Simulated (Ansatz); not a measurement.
Response of ZrC to small distortions

```yaml
crystal:
  lattice:
    - [0.00000, 2.35021, 2.35021]
    - [2.35021, 0.00000, 2.35021]
    - [2.35021, 2.35021, 0.00000]
  atoms:
    - { symbol: Zr, position: [0.50000, 0.50000, 0.50000] }
    - { symbol: C, position: [0.00000, 0.00000, 0.00000] }
```

Atoms are numbered in the order listed.

The structure is an experimental refinement, used without relaxation.

Computed with DFT, PBE, all-electron PAW with datasets made for the crystal, scalar-relativistic (Ansatz 0.2.0).

Numerical set-up: a Γ-centred 15×15×15 k mesh, Fermi–Dirac smearing of 0.05 eV, cutoff 280 eV (chosen by the program for this cell), no spin polarisation.

The unchanged cell is at 1.24 GPa, so energy changes include a term −P ΔV where the volume moves.

In a metal, stresses and small energies carry noise from the k mesh.

x, y and z are the Cartesian axes of the cell as listed; fractional coordinates follow a strain, and an engineering shear is twice the off-diagonal strain component.

**Question.** With this change (x and y strained by -2 %, z held), what becomes of the energy and stress?

**Answer.** Energy change +24 meV/atom; stress change (xx, yy, zz, yz, xz, xy) 12.98, 12.98, 4.46, 0.00, 0.00, 0.00 GPa, compression positive.

**Question.** With this change (equal xy, yz and zx engineering shear strains of +1 %), what becomes of the energy and stress?

**Answer.** Energy change +2 meV/atom; stress change (xx, yy, zz, yz, xz, xy) 0.02, 0.02, 0.02, -1.57, -1.57, -1.57 GPa, compression positive.

With atom 2 (C) moved by (0.0566, 0.0566, 0.0000) Å: energy change +11 meV/atom; stress change (xx, yy, zz, yz, xz, xy) 0.79, 0.79, -0.08, 0.00, 0.00, -0.38 GPa, compression positive; change of the force on C2 (-0.378, -0.378, 0.000) eV/Å.

**Question.** What force constant does this one finite step give for C2 along its displacement (all its periodic images move with it)?

**Answer.** k = −ΔF·u/|u|² = 6.69 eV/Å², so the force pulls the atom back.
